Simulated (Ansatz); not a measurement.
KCl (h-MgO type), relaxed with r2SCAN, was run in Ansatz 0.2.0 under altered settings. All numbers are computed, without spin polarisation but where a row says otherwise.

```
CELL_PARAMETERS angstrom
5.34367 0.00000 0.00000
-2.67184 4.62776 0.00000
0.00000 0.00000 6.23905
ATOMIC_POSITIONS crystal
K 0.33333 0.66667 0.25000
K 0.66667 0.33333 0.75000
Cl 0.66667 0.33333 0.25000
Cl 0.33333 0.66667 0.75000
```

The base run's other keys:
```yaml
kpoints:
  mp_grid: { grid: [6, 6, 2] }
hamiltonian:
  xc: hse06
scf:
  occupations: { method: fixed }
  n_extra_bands: 5
```

It takes 10 iterations with 3015 plane waves at 420 eV and 14 k points, and leaves a mean stress of +0.28 GPa. The gap over this mesh is 6.016 eV. It ran on 4 threads of Arm Neoverse N1 (shared host).

Outcomes, with energy and stress as changes against the base:

| setting | outcome | ΔF (meV/atom) | Δ mean stress (GPa) | gap on the mesh (eV) | iterations | wall time |
| --- | --- | --- | --- | --- | --- | --- |
| hamiltonian.xc: lc_wpbe | converged | – | 0.0 | 11.333 | 12 | 49 s |
| PBE hybrid, exx coeff 0.15, unscreened | converged | – | +0.1 | 5.957 | 9 | 41 s |

A dash marks a value that wasn't obtained or can't be compared. Stress is positive in compression. The base took 43 s. The base's mesh is coarse for a hybrid, so its own values aren't converged.

- hamiltonian.xc: lc_wpbe. The mean stress moves by 0.0 GPa and the gap on the mesh by +5.317 eV (to 11.333). It's another functional on the same cell, so totals aren't comparable.
- PBE hybrid, exx coeff 0.15, unscreened. That is 15 % exact exchange, at all ranges, against HSE06's 25 % screened at 0.208 1/Å. The mean stress moves by +0.1 GPa and the gap on the mesh by -0.059 eV (to 5.957). Totals of different functionals aren't comparable.

The stress of a hybrid is loosely converged in these runs.

The meshes of the hybrids are coarse, so their gaps aren't converged to the digits shown.
